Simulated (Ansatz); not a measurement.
Space group P-4m2 (No. 115). a = 3.115 Å, b = 3.115 Å, c = 4.384 Å, α = 90.00°, β = 90.00°, γ = 90.00°
```
atom site symmetry x y z
  Al    1c      -4m2  0.5000  0.5000  0.5000
  Ga    1a      -4m2  0.0000  0.0000  0.0000
   N    2g      2mm.  0.5000  0.0000  0.7401
```

Equation of state of this AlGaN₂ structure (not necessarily the ground state), with shape and atoms relaxed at each volume where symmetry leaves them free. All numbers below come from DFT LDA, scalar-relativistic, plane waves, PAW (Ansatz).

Cutoff 420 eV; k points 8×8×6 on the computed 4-atom cell (Γ-centred); Gaussian smearing, width 0.02 eV; no spin polarisation.

```
V (Å³/atom) E − E(largest V) (meV/atom) P (GPa) gap on mesh (eV)
      9.361                        64.10    34.18              3.31
      9.680                         6.83    23.57              3.30
      9.999                       -30.82    14.48              3.29
     10.318                       -51.72     6.68              3.27
     10.637                       -58.19    -0.01              3.05
     10.957                       -52.30    -5.75              2.83
     11.276                       -35.83   -10.67              2.62
     11.701                         0.00   -16.15              2.36
```

Task: Fit a third-order Birch–Murnaghan equation to E(V).

Result: V0 = 10.64 Å³/atom, B0 = 206 GPa, B0' = 4.1.